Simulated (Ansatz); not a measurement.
# The perfect AlAs wire along [110], 6 atoms a period, H-terminated, part 2 of 2

Aim: is the AlAs wire along [110], 6 atoms a period, H-terminated a metal or a semiconductor?

Ansatz 0.2.0; DFT PBE, plane waves, PAW; relaxation of a wire's period; PAW set soft_1 (the session's first sound run).

So far. Step 2 (Relaxation of atoms and period): The cell's length comes to 4.176 Å with spin left out.

### 3. Bands of the perfect wire

This step: DFT PBE, plane waves, PAW; bands of a perfect wire; PAW set soft_1 (Ansatz 0.2.0).

At the relaxed period the bands are computed along the axis; those that cross an energy going forward count the channels that a perfect wire would open there.

Input file input.yaml:

```yaml
crystal:
  lattice:
    - [12.899, 0.0, 0.0]
    - [0.0, 13.416, 0.0]
    - [0.0, 0.0, 4.176341824]
  atoms:
    - { symbol: As, position: [0.437617174, 0.343030067, 0.0] }
    - { symbol: H, position: [0.529206332, 0.271356553, 0.0] }
    - { symbol: Al, position: [0.53255078, 0.499982153, 0.0] }
    - { symbol: H, position: [0.321065169, 0.184020163, 0.5] }
    - { symbol: H, position: [0.239798346, 0.379452926, 0.5] }
    - { symbol: H, position: [0.321065169, 0.815944143, 0.5] }
    - { symbol: H, position: [0.239798346, 0.620511379, 0.5] }
    - { symbol: Al, position: [0.333730758, 0.302195858, 0.5] }
    - { symbol: Al, position: [0.333730758, 0.697768448, 0.5] }
    - { symbol: As, position: [0.642258796, 0.499982153, 0.5] }
    - { symbol: H, position: [0.719309495, 0.41449216, 0.5] }
    - { symbol: H, position: [0.719309495, 0.585472146, 0.5] }
    - { symbol: As, position: [0.437617174, 0.656934239, 0.0] }
    - { symbol: H, position: [0.529206332, 0.728607753, 0.0] }
kpoints:
  mp_grid: { grid: [1, 1, 20] }
  band_path: { path: ["Γ", Z], npoints: 90 }
scf:
  occupations: { method: fermi_dirac, width: 0.05 }
hamiltonian:
  xc: pbe
  pseudopotentials: { kind: paw, azcp: { folder: soft_1 } }
output:
  dos: { e_range: [-5, 4] }
  write_potential: true
  write_density: true
  volumetric_format: npy
```

The run is started by

```sh
$ ansatz run input.yaml --threads 4 --pin off --max-ram 16384MiB --backend cpu --events-out ev --progress --plain --runs-dir out
```

Numbers of over 12 decimals in the logs are rounded to 6 here.

Output:

```text
[...]
Crystal: 14 atoms, lattice volume = 722.728 Å³
Basis set: ecut = 420 eV, 14059 PW (Γ)
Bands: 45, of which v1, the nominal top of the filled ones, is band 31 counted from 1 (30 counted from 0)
Symmetry: 4 space group operations
[...]
k-points: 11 of 20
[...]
SCF iter   1: F=—  HF=-16310.849846 eV  |F-HF|=—  |Δ(HF+E_count)|=         —  Δρ=3.52e-2  dr2=9.73e0  ethr=3.10e-3  ⟨swp⟩=8.6  Hψ=2575  notcnv=0
[...]
SCF iter   9: F=-16307.600478 eV  HF=-16307.600478 eV  |F-HF|=4.07e-9  |Δ(HF+E_count)|=   2.01e-7  Δρ=1.86e-6  dr2=6.10e-8  ethr=1.61e-10  ⟨swp⟩=16.0  Hψ=2772  notcnv=0
SCF 1 converged in 9 iterations: F = -16307.600478 eV  dr2 = 6.10e-8
[...]
NSCF: frozen V_eff on 91 k-points
WARN: The output density's exchange-correlation potential varies sharply where the density is thin. Do not read a vacuum level from v_tot or v_xc, or from such a field of the output density. On a cell that repeats whose density bears no net charge and no dipole along the vacuum's axis use v_es (v_loc + v_h of the components); under efield.dipole_correction with no amplitude use v_es + v_field, which holds any externa [...]
SCF converged after 9 iterations
Free energy (F): -16307.600478 eV
[...]
Internal energy: -16307.600478 eV  (E = F + TS)
E sigma→0 (E₀):  -16307.600478 eV
Fermi energy:    -2.266751 eV
[...]
--- Band table (eV; the first three rows and the last of 11) ---
  k-point 0: bands = [... 27 lower, -4.4460, -4.1313, -3.6775, -3.6258, -0.9440, -0.1462, -0.1303, 0.5708, ... 10 higher]
  k-point 1: bands = [... 27 lower, -4.4377, -4.1590, -3.7246, -3.6817, -0.8171, -0.0793, -0.0451, 0.5888, ... 10 higher]
  k-point 2: bands = [... 27 lower, -4.4616, -4.2334, -3.8221, -3.8056, -0.4703, 0.0484, 0.1104, 0.6839, ... 10 higher]
  k-point 10: bands = [... 27 lower, -4.5527, -4.5445, -4.5327, -4.3451, 0.0342, 0.2926, 0.3266, 0.5515, ... 10 higher]
```

Run time: 59 s. Hardware: 4 threads of Arm Neoverse V1, shared host; peak memory 1.9 GiB; 3.9 min of CPU time.

The column dr2 measures how far the density is from self-consistency, as an energy; F and HF (Harris–Foulkes) agree once it is small.

Numbers from this step:

```
band gap : 2.682 eV
```

Electronic bands along the path, in eV, zero at the Fermi level:

```csv
point,band 28,band 29,band 30,band 31,band 32,band 33,band 34,band 35
Γ,-2.18,-1.86,-1.41,-1.36,1.32,2.12,2.14,2.84
halfway,-2.29,-2.07,-1.87,-1.81,2.31,2.40,3.00,3.20
Z,-2.29,-2.28,-2.27,-2.08,2.30,2.56,2.59,2.82
```

The gap is 2.68 eV, with spin left out.

The path shows a direct gap of 2.68 eV (valence top at Γ, conduction bottom at Γ).

### 4. Levels at the same atoms

This step: DFT HSE06, plane waves, PAW; levels of a perfect wire at the PBE geometry; PAW set soft_1 (Ansatz 0.2.0).

The atoms stay at the PBE geometry and the functional changes. HSE06 mixes in a quarter of short-range exact exchange, which removes part of the self-interaction that closes gaps; it is dear, so the mesh is thinner and no path is run. Against the first PBE run of this kind, the mesh along the wire has 8 points against 20.

Changes to input.yaml since step 3:

```diff
@@ -21,4 +21,3 @@
 kpoints:
-  mp_grid: { grid: [1, 1, 20] }
-  band_path: { path: ["Γ", Z], npoints: 90 }
+  mp_grid: { grid: [1, 1, 8] }
 scf:
@@ -26,8 +25,3 @@
 hamiltonian:
-  xc: pbe
+  xc: hse06
   pseudopotentials: { kind: paw, azcp: { folder: soft_1 } }
-output:
-  dos: { e_range: [-5, 4] }
-  write_potential: true
-  write_density: true
-  volumetric_format: npy
```

Output:

```text
[...]
Crystal: 14 atoms, lattice volume = 722.728 Å³
Basis set: ecut = 420 eV, 14059 PW (Γ)
Bands: 45, of which v1, the nominal top of the filled ones, is band 31 counted from 1 (30 counted from 0)
Symmetry: 4 space group operations
[...]
k-points: 5 of 8
[...]
SCF iter   6: F=-16307.591150 eV  HF=-16307.591229 eV  |F-HF|=7.87e-5  |Δ(HF+E_count)|=   2.57e-4  Δρ=1.98e-4  dr2=2.79e-4  ethr=4.44e-6  ⟨swp⟩=3.2  Hψ=442  notcnv=0
[...]
Fermi energy:    -2.422323 eV
[...]
--- Band table (eV; the first three rows and the last of 5) ---
  k-point 0: bands = [... 27 lower, -5.0887, -4.7681, -4.2203, -4.1628, -0.6961]
  k-point 1: bands = [... 27 lower, -5.1523, -4.9580, -4.4530, -4.4431, 0.0524]
  k-point 2: bands = [... 27 lower, -5.3465, -5.1150, -4.7644, -4.7098, 0.3849]
  k-point 4: bands = [... 27 lower, -5.3677, -5.2467, -5.2420, -5.1502, 0.3813]
  guard bands above this table: 13 of the run's 45 bands. The solve was not asked for them (output.publish_guard_bands: true or output.eigenvalues: true publishes all)
[key lines of the parts left out:]
Free energy (F): -16312.848319 eV
```

The job ended after 2.3 min (4 threads; peak memory 9.2 GiB).

This step gave:

```yaml
band_gap: 3.467 eV
```

The gap is 3.47 eV, against 2.68 eV under PBE at the relaxed period.

### 5. With spin-orbit coupling, k-mesh 1×1×12

This step: DFT PBE, plane waves, fully relativistic PAW; bands of a perfect wire with spin-orbit coupling; PAW set soft_1 (Ansatz 0.2.0).

Spin-orbit coupling mixes the spins and splits bands that cross or touch without it, so it can open or close channels. Fully relativistic datasets take the place of the scalar ones. Against the first PBE run of this kind, the mesh along the wire has 12 points against 20.

Changes to input.yaml since step 4:

```diff
@@ -21,3 +21,4 @@
 kpoints:
-  mp_grid: { grid: [1, 1, 8] }
+  mp_grid: { grid: [1, 1, 12] }
+  band_path: { path: ["Γ", Z], npoints: 90 }
 scf:
@@ -25,3 +26,6 @@
 hamiltonian:
-  xc: hse06
-  pseudopotentials: { kind: paw, azcp: { folder: soft_1 } }
+  xc: pbe
+  pseudopotentials: { kind: paw_fr, azcp: { folder: soft_1 } }
+magnetization:
+  noncollinear: true
+  spin_orbit: true
```

Output:

```text
[...]
non-collinear run that drives no moment, with spin-orbit: no starting moment large enough to seed its density (crystal.atoms[].spin), no starting occupations that ask for one, no magnetisation constraint and no magnetic field, so the semilocal B_xc is pinned to zero
Crystal: 14 atoms, lattice volume = 722.728 Å³
Basis set: ecut = 420 eV, 14059 PW (Γ)
[...]
k-point 0: bands = [... 58 lower, -3.6736, -3.6736, -3.6204, -3.6204, -0.9437, -0.9437, -0.1468, -0.1468, ... 24 higher]
  k-point 1: bands = [... 58 lower, -3.8168, -3.7925, -3.7453, -3.7347, -0.6156, -0.5962, 0.0046, 0.0054, ... 24 higher]
  k-point 2: bands = [... 58 lower, -4.0044, -3.9835, -3.9207, -3.8965, 0.1211, 0.1219, 0.1471, 0.1527, ... 24 higher]
  k-point 6: bands = [... 58 lower, -4.5300, -4.5300, -4.3454, -4.3454, 0.0347, 0.0347, 0.2877, 0.2877, ... 24 higher]
[key lines of the parts left out:]
SCF converged after 9 iterations
Magnetization: |M| = 0.0000 μB,  M = (+0.0000, +0.0000, +0.0000) μB
Free energy (F): -16307.982674 eV
Fermi energy:    -2.270536 eV
```

Run time: 8.1 min. Hardware: 4 threads; peak memory 6.6 GiB; 32 min of CPU time.

This step gave:

```
band gap : 2.676 eV
```

The electronic bands at the labelled points (eV, zero at the Fermi level; v1 is the highest filled band, c1 the lowest empty one):

```csv
point,v4,v3,v2,v1,c1,c2,c3,c4
Γ,-1.40,-1.40,-1.35,-1.35,1.33,1.33,2.12,2.12
halfway,-1.90,-1.86,-1.81,-1.77,2.31,2.31,2.40,2.40
Z,-2.26,-2.26,-2.07,-2.07,2.31,2.31,2.56,2.56
```

The gap is 2.68 eV, against 2.68 eV under PBE at the relaxed period, with no moment.

### 6. The ladder

Times are for 4 threads of Arm Neoverse V1, shared host. Results by setting:

```csv
no.,run,band gap (eV),time,memory (GiB)
1,lead,2.682,59 s,1.9
2,levels,3.467,2.3 min,9.2
3,SOC,2.676,8.1 min,6.6
```

### 7. Summary of results

| Property | Result |
| --- | --- |
| cell length, PBE | 4.176 Å |
| gap, PBE | 2.68 eV |
| gap, HSE06 | 3.47 eV |
| gap, with spin-orbit coupling | 2.68 eV |

What this shows: Under PBE the cell's length is 4.18 Å, and a gap of 2.68 eV makes it a semiconductor. At the relaxed period the wire is gapped under every functional, from 2.68 eV (PBE) to 3.47 eV (HSE06). Weak screening in one dimension makes quasiparticle gaps larger than the semilocal gaps, as a rule. Plain hydrogen on a compound's surface is a simple closure: it may leave surface states, and facets that end in unlike atoms put a field across the wire, both of which shrink the gap. A hybrid's gap is read on a coarse mesh, without a band path.

[Logs are printed without paths, hosts, clocks, repeated set-up lines and the standing remarks that a program may print on its own settings, such as how far it seeks lower states.]

[Hosts, paths, dates, database ids (printed as entryN), source tags and the programs' standing remarks are cut or masked in the printed files.]
